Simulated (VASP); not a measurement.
Input of a VASP 6.6.1 run:

The input INCAR:

```
SYSTEM = Al
PREC = Accurate
ENCUT = 520
EDIFF = 1E-6
ISMEAR = 0
SIGMA = 0.1
LREAL = .FALSE.
LASPH = .TRUE.
NELM = 100
ALGO = Fast
ISIF = 2
LWAVE = .FALSE.
LCHARG = .FALSE.
LDIPOL = .TRUE.
IDIPOL = 3
DIPOL = 0.5 0.5 0.498
GGA = PE
NBANDS = 12
```

KPOINTS

```
regular mesh
0
G
  12 12 1
  0 0 0
```

File POSCAR:

```
Al
1.0
    2.8571514048      0.0000000000      0.0000000000
   -1.4285757024      2.4743656990      0.0000000000
    0.0000000000      0.0000000000     18.6657087064
Al
3
Direct
    0.6666666667      0.3333333333      0.3750192457
    0.3333333333      0.6666666667      0.4982894839
    0.0000000000      0.0000000000      0.6215484599
```

Potentials or basis: VASP PAW PBE potentials, release 64 (Al).

Launch:

```console
$ cat potpaw_PBE.64/Al/POTCAR > POTCAR
$ mpirun -np 1 vasp_std > vasp.out
```

Problem. What does it give for the band gap on the k mesh?

Solution. None (metal or under the smearing width).

Problem. What does it give for the largest force?

Solution. 0.005 eV/Å.

Forces on the atoms (eV/Å):
```
Al   0.000  0.000  0.005
Al   0.000  0.000 -0.001
Al   0.000  0.000 -0.004
```
